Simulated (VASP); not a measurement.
# Ce (Im-3m) in VASP: further runs

Runs on Ce. Level: PBE. Tasks: single point.

All numbers are computed with VASP 6.6.1; they aren't measurements. Logs are shortened: lines on timing, memory, paths and dates and some standing lists are left out, and cuts for length are marked.

## 1. Starting point

Symmetry: Im-3m, No. 229, cubic system. Conventional cell: a = 3.887 Å, b = 3.887 Å, c = 3.887 Å, α = 90.00°, β = 90.00°, γ = 90.00°. Ce (site symmetry m-3m) is surrounded by 8 Ce at 3.37 Å.

This isn't the form of Ce at room conditions, which is fcc.

## 2. Single point, PBE, collinear spin, ferromagnetic start

INCAR reads:

```
PREC     = Accurate       # precision mode
ENCUT    = 550            # plane-wave cutoff, eV
EDIFF    = 1E-6           # SCF threshold, eV
ISMEAR   = 0              # smearing method
SIGMA    = 0.2            # smearing width, eV
LREAL    = F              # projectors in reciprocal space
LASPH    = T              # aspherical terms in the spheres
NELM     = 100            # most SCF steps
ALGO     = Normal         # electronic algorithm
ISIF     = 2              # what is computed and relaxed
LWAVE    = F              # write WAVECAR
LCHARG   = F              # write CHGCAR
ISPIN    = 2              # spin polarisation
MAGMOM   = 1              # initial moments
LORBIT   = 11             # projections on sites
LMAXMIX  = 6              # l up to which the mixer works
GGA      = PE             # functional
NBANDS   = 16             # bands
ADDGRID  = F
```

KPOINTS reads:

```
regular mesh
0
Gamma
  3 3 3
```

POSCAR reads:

```
Ce
1.0
   -1.9824590000      1.9831840000      1.9962140000
    1.9307920000     -1.9490850000      1.9104480000
    1.9370660000      1.9036920000     -1.9621150000
Ce
1
Direct
   -0.0084250000     -0.0182580000     -0.0014360000
```

Potentials or basis: VASP PAW PBE potentials, release 64 (Ce).

Run with:

```sh
$ cat potpaw_PBE.64/Ce/POTCAR > POTCAR
$ mpirun -np 1 vasp_std > vasp.out
```

OUTCAR:

```text
PREC = Accurate
   ENCUT = 550
   EDIFF = 1E-6
   ISMEAR = 0
   LREAL = F
   LASPH = T
   NELM = 100
   ISIF = 2
   ISPIN = 2
   LORBIT = 11
   GGA = PE

 Found     14 irreducible k-points:

 Following reciprocal coordinates:
            Coordinates               Weight
  0.000000  0.000000  0.000000      1.000000
  0.333333 -0.000000  0.000000      2.000000
  0.000000  0.333333  0.000000      2.000000
  0.333333  0.333333  0.000000      2.000000
 -0.333333  0.333333  0.000000      2.000000
  0.000000 -0.000000  0.333333      2.000000
   k-points           NKPTS =     14   k-points in BZ     NKDIM =     14   number of bands    NBANDS=     16
   number of dos      NEDOS =    301   number of ions     NIONS =      1
   total plane-waves  NPLWV =  21952
   dimension x,y,z NGX =    28 NGY =   28 NGZ =   28
   dimension x,y,z NGXF=    56 NGYF=   56 NGZF=   56
   ions per type =               1
   NGX,Y,Z   is equivalent  to a cutoff of  13.52, 13.92, 13.89 a.u.
   NGXF,Y,Z  is equivalent  to a cutoff of  27.05, 27.85, 27.79 a.u.
 SYSTEM =  unknown system
   PREC   = accura    normal or accurate (medium, high low for compatibility)
   ISTART =      0    job   : 0-new  1-cont  2-samecut
   ICHARG =      2    charge: 1-file 2-atom 10-const
   ISPIN  =      2    spin polarized calculation?
   LNONCOLLINEAR =      F non collinear calculations
   LSORBIT =      F    spin-orbit coupling
   LASPH  =      T    aspherical Exc in radial PAW
   ENCUT  =  550.0 eV  40.42 Ry    6.36 a.u.   6.58  6.39  6.41*2*pi/ulx,y,z
   NELM   =    100;   NELMIN=  2; NELMDL= -5     # of ELM steps
   EDIFF  = 0.1E-05   stopping-criterion for ELM
   LREAL  =      F    real-space projection
   EDIFFG = 0.1E-04   stopping-criterion for IOM
   NSW    =      0    number of steps for IOM
   IBRION =     -1    ionic relax: 0-MD 1-quasi-New 2-CG
   NFREE  =      0    steps in history (QN), initial steepest desc. (CG)
   ISIF   =      2    stress and relaxation
   ISYM   =      2    0-nonsym 1-usesym 2-fastsym
   POTIM  = 0.5000    time-step for ionic-motion
   TEBEG  =    0.0;   TEEND  =   0.0 temperature during run
   PSTRESS=    0.0 pullay stress
   NELECT =      12.0000    total number of electrons
   NUPDOWN=      -1.0000    fix difference up-down
   EMIN   =  10.00;   EMAX   =-10.00  energy-range for DOS
   EFERMI =   0.00;   METHOD = LEGACY
   ISMEAR =     0;   SIGMA  =   0.20  broadening in eV -4-tet -1-fermi 0-gaus
   EFERMI_NEDOS =   21; number of points for ismear=-14 and -15
   IALGO  =     38    algorithm
   IMIX   =      4    mixing-type and parameters
     AMIX     =   0.40;   BMIX     =  1.00
     AMIX_MAG =   1.60;   BMIX_MAG =  1.00
  volume/ion in A,a.u.               =      29.35       198.10
  Fermi-wavevector in a.u.,A,eV,Ry     =   1.214998  2.296014 20.085205  1.476221
  Thomas-Fermi vector in A             =   2.350400
   LORBIT       =     11    0 simple, 1 ext, 2 COOP (PROOUT), +10 PAW based schemes
   GGA     = PE    functional components
   LHFCALC =     F    Hartree Fock is set to
   AEXX    =    0.0000 exact exchange contribution
   IVDW    =     0    specifies the selected vdW correction
   LEPSILON=     F    determine dielectric tensor
   LRPA    =     F    only Hartree local field effects (RPA)
 spin polarized calculation
 Gauss-broadening in eV      SIGMA  =   0.20
  energy-cutoff  :      550.00
  volume of cell :       29.35
 maximum number of plane-waves:       889
 NGX is ok and might be reduce to    28
   NGX = 13   NGY = 13   NGZ = 13

 number of electron      12.0000000 magnetization       1.0492797

 Free energy of the ion-electron system (eV)
  ---------------------------------------------------
  ext. energy  EPLUGINS =         0.00000000
  ---------------------------------------------------
  free energy    TOTEN  =        -6.00730202 eV

  energy without entropy =       -5.90112730  energy(sigma->0) =       -5.95421466

 E-fermi :   8.3835     XC(G=0): -10.7652

 val. band max:        8.3832738587   @ k =   0.3333   0.0000   0.3333
 cond. band min:       8.3878933541   @ k =   0.0000   0.3333   0.0000
 fundamental gap:      0.0046194954
 Fermi energy:         8.3835461812

 spin component 1

 k-point     1 :       0.0000    0.0000    0.0000
  band No.  band energies     occupation
      1     -26.4613      1.00000
      2      -8.1045      1.00000
      3      -7.9756      1.00000
      4      -7.9521      1.00000
      5       5.0738      1.00000
      6       8.2439      0.83834
[... 8 lines left out ...]
     15      10.2314      0.00000
     16      12.6419      0.00000

 k-point     2 :       0.3333   -0.0000    0.0000
  band No.  band energies     occupation
      1     -26.1871      1.00000
      2      -9.7122      1.00000
      3      -8.4899      1.00000
      4      -8.0040      1.00000
      5       6.4360      1.00000
      6       8.0121      0.99569
[... 8 lines left out ...]
     15      12.8366      0.00000
     16      13.4585      0.00000

 k-point     3 :       0.0000    0.3333    0.0000
  band No.  band energies     occupation
      1     -26.1521      1.00000
      2      -9.7176      1.00000
      3      -8.5889      1.00000
      4      -8.0742      1.00000
      5       6.3941      1.00000
      6       8.0145      0.99546
[... 8 lines left out ...]
     15      12.7175      0.00000
     16      13.2129      0.00000

 k-point     4 :       0.3333    0.3333    0.0000
  band No.  band energies     occupation
      1     -26.0264      1.00000
      2      -9.6039      1.00000
      3      -9.5386      1.00000
      4      -8.2764      1.00000
      5       7.2858      1.00000
      6       8.3355      0.63301
[... 8 lines left out ...]
     15      13.6225      0.00000
     16      13.7546      0.00000

 k-point     5 :      -0.3333    0.3333    0.0000
  band No.  band energies     occupation
      1     -26.1894      1.00000
      2      -9.7085      1.00000
      3      -8.4860      1.00000
      4      -8.0119      1.00000
      5       6.4206      1.00000
      6       7.9349      0.99924
[... 8 lines left out ...]
     15      13.0074      0.00000
     16      13.5107      0.00000

 k-point     6 :       0.0000   -0.0000    0.3333
  band No.  band energies     occupation
      1     -26.1535      1.00000
      2      -9.7171      1.00000
      3      -8.5895      1.00000
      4      -8.0732      1.00000
      5       6.3883      1.00000
      6       7.9777      0.99795
[... 8 lines left out ...]
     15      12.7984      0.00000
     16      13.2381      0.00000

 [... further k-points ...]

 spin component 2

 k-point     1 :       0.0000    0.0000    0.0000
  band No.  band energies     occupation
      1     -26.0396      1.00000
      2      -7.7378      1.00000
      3      -7.6075      1.00000
      4      -7.5826      1.00000
      5       5.4018      1.00000
      6       8.9151      0.00009
[... 8 lines left out ...]
     15      10.5118      0.00000
     16      12.8756      0.00000

 k-point     2 :       0.3333   -0.0000    0.0000
  band No.  band energies     occupation
      1     -25.7608      1.00000
      2      -9.3623      1.00000
      3      -8.1257      1.00000
      4      -7.6384      1.00000
      5       6.7304      1.00000
      6       8.3930      0.47335
[... 8 lines left out ...]
     15      13.0948      0.00000
     16      13.7404      0.00000

 k-point     3 :       0.0000    0.3333    0.0000
  band No.  band energies     occupation
      1     -25.7252      1.00000
      2      -9.3674      1.00000
      3      -8.2277      1.00000
      4      -7.7082      1.00000
      5       6.7059      1.00000
      6       8.3879      0.48774
[... 8 lines left out ...]
     15      12.9915      0.00000
     16      13.4935      0.00000

 k-point     4 :       0.3333    0.3333    0.0000
  band No.  band energies     occupation
      1     -25.5972      1.00000
      2      -9.2534      1.00000
      3      -9.1891      1.00000
      4      -7.9125      1.00000
      5       7.5946      1.00000
      6       8.8038      0.00148
[... 8 lines left out ...]
     15      13.9263      0.00000
     16      14.0377      0.00000

 k-point     5 :      -0.3333    0.3333    0.0000
  band No.  band energies     occupation
      1     -25.7629      1.00000
      2      -9.3601      1.00000
      3      -8.1250      1.00000
      4      -7.6434      1.00000
      5       6.7478      1.00000
      6       8.2722      0.78447
[... 8 lines left out ...]
     15      13.2907      0.00000
     16      13.7778      0.00000

 k-point     6 :       0.0000   -0.0000    0.3333
  band No.  band energies     occupation
      1     -25.7267      1.00000
      2      -9.3660      1.00000
      3      -8.2294      1.00000
      4      -7.7071      1.00000
      5       6.7139      1.00000
      6       8.3259      0.65811
[... 8 lines left out ...]
     15      13.0829      0.00000
     16      13.5129      0.00000

 [... further k-points ...]

------------------------ aborting loop because EDIFF is reached ----------------------------------------

  FORCE on cell =-STRESS in cart. coord.  units (eV):
  Direction    XX          YY          ZZ          XY          YZ          ZX
  --------------------------------------------------------------------------------------
  -------------------------------------------------------------------------------------
  Total       -1.5803220     -1.3704613     -1.2011895      0.0845927     -0.0614533      0.1018819
  in kB      -86.2536501    -74.7994955    -65.5606770      4.6170529     -3.3541092      5.5606935
  external PRESSURE =     -75.5379408 kB  Pullay stress =       0.0000000 kB

 VOLUME and BASIS-vectors are now :
 -----------------------------------------------------------------------------
  energy-cutoff  :      550.00
  volume of cell :       29.35
      direct lattice vectors                 reciprocal lattice vectors
    -1.982459000  1.983184000  1.996214000     0.006384800  0.255123769  0.253830615
     1.930792000 -1.949085000  1.910448000     0.262015728  0.000784005  0.259431410
     1.937066000  1.903692000 -1.962115000     0.261612011  0.260320847  0.001187722

 POSITION                                       TOTAL-FORCE (eV/Angst)
 -----------------------------------------------------------------------------------
      1.86407      1.95394      1.89567         0.000000     -0.000000     -0.000000
 -----------------------------------------------------------------------------------
    total drift:                                0.000000     -0.000000      0.000000

  FREE ENERGIE OF THE ION-ELECTRON SYSTEM (eV)
  ---------------------------------------------------
  free  energy   TOTEN  =        -6.0073020238 eV

  energy  without entropy=       -5.9011273005  energy(sigma->0) =       -5.95421466

 total charge

# of ion       s       p       d       f       tot
--------------------------------------------------
    1        2.075   5.544   1.230   1.007   9.856

 magnetization (x)

# of ion       s       p       d       f       tot
--------------------------------------------------
    1       -0.000   0.006   0.092   0.788   0.886
```

Wall time 12 s (1 thread of Intel Xeon 6975P-C (Granite Rapids), shared host); peak memory 0.18 GiB.

The run converged, but some of its settings lie outside the range that counts as converged, so its numbers aren't taken as properties of the crystal.

What came out:

* Free energy: -6.0073 eV
* Pressure: -7.6 GPa
* Band gap on the k mesh: none (metal or under the smearing width)
* Net moment: 1.05 μB per cell
* Site moments: Ce +0.89 μB
* Valence electrons inside the program's atomic spheres: Ce 9.86

Caveat: the k mesh is coarse (spacing up to 0.77 Å⁻¹), so the values aren't converged; the magnetic or orbital state may not be the lowest; spin-orbit coupling is left out, which moves the levels of the heavy elements.

(Part 1 of 3 ends here.)
